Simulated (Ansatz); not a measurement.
# AlN: the cost of one run

Program: Ansatz 0.2.0. Level of theory: DFT PBE, scalar-relativistic, plane waves, PAW. These are calculated values, not measurements.

4 further runs of the same task are left out: 2 that didn't finish, 2 set aside as unsound or not needed.

## (1) The system as given

It takes space group F-43m (No. 216, cubic). The conventional cell has a = 4.368 Å, b = 4.368 Å, c = 4.368 Å, α = 90.00°, β = 90.00°, γ = 90.00°. Al (site symmetry -43m) has 4 N at 1.89 Å in its first shell of neighbours. Around N (site symmetry -43m) lie 4 Al at 1.89 Å.

Coordinates:

```cif
data_structure
_symmetry_space_group_name_H-M 'P 1'
_symmetry_Int_Tables_number 1
_cell_length_a 4.3680
_cell_length_b 4.3680
_cell_length_c 4.3680
_cell_angle_alpha 90.000
_cell_angle_beta 90.000
_cell_angle_gamma 90.000
_cell_volume 83.34
loop_
_atom_site_label
_atom_site_type_symbol
_atom_site_fract_x
_atom_site_fract_y
_atom_site_fract_z
_atom_site_occupancy
Al1 Al 0.00000 0.50000 0.50000 1
Al2 Al 0.50000 0.00000 0.50000 1
Al3 Al 0.50000 0.50000 0.00000 1
Al4 Al 0.00000 0.00000 0.00000 1
N1 N 0.75000 0.75000 0.75000 1
N2 N 0.25000 0.25000 0.75000 1
N3 N 0.25000 0.75000 0.25000 1
N4 N 0.75000 0.25000 0.25000 1
```

It goes back to an entry of the Materials Project, which need not be the stable form.

No relaxation comes first: the listed cell is the starting point.

## (2) Zero of energy

The cell is repeated 4 times, 8 atoms in all. The reference gives a free energy of -3696.8140 eV, pressure 4.86 GPa, largest force 0.000 eV/Å and gap on the mesh 3.33 eV. It was computed beforehand with the settings of the runs below.

## (3) The scan: moving one atom along a line

Atom 1 (Al) is moved by x along the Cartesian unit vector (0.707, 0.707, 0.000); the cell and all other atoms stay fixed. Forces below are components along that vector, summed over the moved atoms. In a periodic cell its images move with it.

## (4) Point x = -0.300 Å

input.yaml

```yaml
crystal:
  lattice:
    - [4.3679871192, 0.0, 0.0]
    - [0.0, -4.3679871192, 0.0]
    - [0.0, 0.0, -4.3679871192]
  atoms:
    - { symbol: Al, position: [-0.0485651694, 0.5485651694, 0.5] }
    - { symbol: Al, position: [0.5, 0.0, 0.5] }
    - { symbol: Al, position: [0.5, 0.5, 0.0] }
    - { symbol: Al, position: [0.0, 0.0, 0.0] }
    - { symbol: "N", position: [0.75, 0.75, 0.75] }
    - { symbol: "N", position: [0.25, 0.25, 0.75] }
    - { symbol: "N", position: [0.25, 0.75, 0.25] }
    - { symbol: "N", position: [0.75, 0.25, 0.25] }
basis:
  ecutwfc: 420
kpoints:
  mp_grid: { grid: [6, 6, 6] }
hamiltonian:
  xc: pbe
scf:
  occupations: { method: gaussian, width: 0.05 }
output:
  forces: true
  stress: true
  eigenvalues: true
```

Started as:

```
$ ansatz run input.yaml --threads 2 --pin off --max-ram 5120MiB --backend cpu --events-out ev --progress --plain --runs-dir out
```

What time and memory should one allow on 2 threads of Arm Neoverse V1, shared host?

About 5.5 s, with a peak of 0.36 GiB.
